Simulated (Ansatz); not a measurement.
NaH (rocksalt), relaxed with r2SCAN: the symmetry is Fm-3m (No. 225, cubic); a = 4.795 Å in the conventional setting, 13.78 Å³ an atom. Na is surrounded by 6 H at 2.40 Å; H is surrounded by 6 Na at 2.40 Å. One-shot G0W0@PBE in Ansatz on a 6×6×6 mesh (contour deformation, no spin-orbit coupling), from a PBE gap of 3.849 eV over the mesh points (the G0W0 gap is indirect on the mesh); the number N of bands summed and the screening cutoff rise together. No spin polarisation and no zero-point or thermal motion.

```
  N  cutoff (eV)  1000/N  G0W0 gap (eV)
 67          100  14.925          5.978
156          180   6.410          6.075
```

Problem. Lay a straight line in 1000/N through these rows.

Solution. The slope is -0.0114 eV per unit of 1000/N and the intercept 6.148 eV.

Problem. Predict the gap at N = 298 (260 eV).

Solution. 6.148 + (-0.0114) × 3.356 = 6.110 eV; the run gives 6.115 eV, +0.005 eV from the line.

Problem. With that run's result added, what limit do the last two rows suggest?

Solution. Their slope is (6.115 − 6.075)/(3.356 − 6.410) = -0.0131, which meets 1/N = 0 at 6.16 eV, against 6.148 eV from the first line. The slope steepens, so 1/N isn't yet asymptotic and the true limit probably lies higher still; the k mesh isn't extrapolated.
